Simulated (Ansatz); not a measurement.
## In: two-dimensional strain map

Theory: DFT PBEsol, scalar-relativistic, plane waves, PAW in Ansatz. Cutoff 420 eV, Γ-centred 20×20×20 k-points, Gaussian smearing of 0.15 eV. No spin polarisation. Energies are free energies at this smearing, counted from the undisturbed cell; pressure is positive in compression.

The starting cell (as given, not relaxed at this level; it stands at -0.9 GPa):

```
In
1.0
    -1.62615    1.62615    2.47395
     1.62615   -1.62615    2.47395
     1.62615    1.62615   -2.47395
In
1
Direct
  0.00000 0.00000 0.00000
```

The cell is strained by p along both x and y and by q along z, fractional coordinates fixed. Points are written (p, q).

Energy above the undisturbed cell in meV/atom (a dash: not computed):

```csv
p \ q,-0.030,-0.015,0.000,0.015,0.030
-0.030,16.6,9.4,4.2,0.7,-0.7
-0.015,3.6,0.3,-1.1,-0.9,0.6
0.000,-1.8,-1.8,0.0,3.4,8.0
0.015,-0.3,2.7,7.1,13.1,20.4
0.030,7.2,12.9,19.8,28.0,37.5
```

Pressure in GPa:

```
 p \ q  -0.030  -0.015  0.000  0.015  0.030
-0.030     3.7     2.7    1.9    1.1    0.4
-0.015     1.9     1.1    0.4   -0.3   -0.9
 0.000     0.4    -0.3   -0.9   -1.5   -2.0
 0.015    -0.9    -1.5   -2.0   -2.5   -3.0
 0.030    -2.1    -2.5   -3.0   -3.4   -3.7
```